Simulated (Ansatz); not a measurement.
Hg: computed properties

Method: DFT r2SCAN, scalar-relativistic, plane waves, PAW (Ansatz 0.2.0).

Plane waves to 500 eV, a k mesh through Γ of 12×12×12 on the computed 1-atom cell and Gaussian smearing (0.10 eV); no spin polarisation.

The structure is relaxed at this level of theory with its symmetry kept.

```
Hg
1.0
     1.96085    1.13210    2.02211
    -1.96085    1.13210    2.02211
     0.00000   -2.26419    2.02211
Hg
1
Direct
  0.00000 0.00000 0.00000
```

```
Space group                                                                           : R-3m (No. 166)
Volume per atom                                                                       : 26.93 Å³
Formation energy from the elements' standard states (Br, Hg as crystals; uncorrected) : +0.002 eV/atom
Generalised Kohn–Sham band gap                                                        : none (metal)
Density of states at the Fermi level                                                  : 0.29 states/eV per cell
Bader charges (e)                                                                     : Hg (1 in the cell) 0.00
```

Spin-orbit coupling is left out, which matters for the bands of heavy elements.

Cost: 6 runs of about 4.5 core-minutes in all, on Arm Neoverse V1 (shared hosts).